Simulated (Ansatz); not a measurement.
# Ta: a trial structure relaxed

Aim: relax Ta from this start, Ga type (C2/c, No. 15), and see where it ends.

Method: DFT PBE, scalar-relativistic, plane waves, PAW, in Ansatz 0.2.0.

## (1) The structure to begin with

Symmetry: C2/c, No. 15, monoclinic system. The conventional cell has a = 2.789 Å, b = 8.120 Å, c = 3.360 Å, α = 90.00°, β = 92.02°, γ = 90.00°. Ta (site symmetry 2) is surrounded by 8 Ta at 2.71 to 2.94 Å.

Coordinates:

```
CELL_PARAMETERS angstrom
1.39452 -4.06003 0.00000
1.39452 4.06003 0.00000
-0.11843 0.00000 3.35766
ATOMIC_POSITIONS crystal
Ta 0.86900 0.13100 0.25000
Ta 0.13100 0.86900 0.75000
```

(A quick probe on a coarse mesh, which set the mesh and smearing, is not shown.)

## (3) A loose first relaxation

input.yaml

```yaml
crystal:
  lattice:
    - [1.3945166662, -4.0600299034, 0.0]
    - [1.3945166662, 4.0600299034, 0.0]
    - [-0.1184280423, 0.0, 3.3576593508]
  atoms:
    - { symbol: Ta, position: [0.869, 0.131, 0.25] }
    - { symbol: Ta, position: [0.131, 0.869, 0.75] }
basis:
  ecutwfc: 420
kpoints:
  mp_grid: { grid: [6, 6, 6] }
hamiltonian:
  xc: pbe
scf:
  occupations: { method: gaussian, width: 0.1 }
  lower_state_search: "off"
output:
  forces: true
  stress: true
  eigenvalues: true
relax:
  adjacent_minimum: "off"
  f_tol: 0.04
  max_steps: 70
  cell: { stress_tol: 0.4 }
```

The session goes on with these runs: relaxing cell and atoms.

What does the calculation give?

As calculated:

```
           quantity                                                                      value
cell (conventional)  a = 2.884 Å, b = 5.197 Å, c = 9.959 Å, α = 90.00°, β = 90.00°, γ = 90.00°
        space group                                                              Fddd (No. 70)
             volume                                                              18.66 Å³/atom
    gap on the mesh                                                               none (metal)
```

In words: The structure ended in another space group than at the start: C2/c to Fddd. Spin-orbit coupling is left out for Ta.
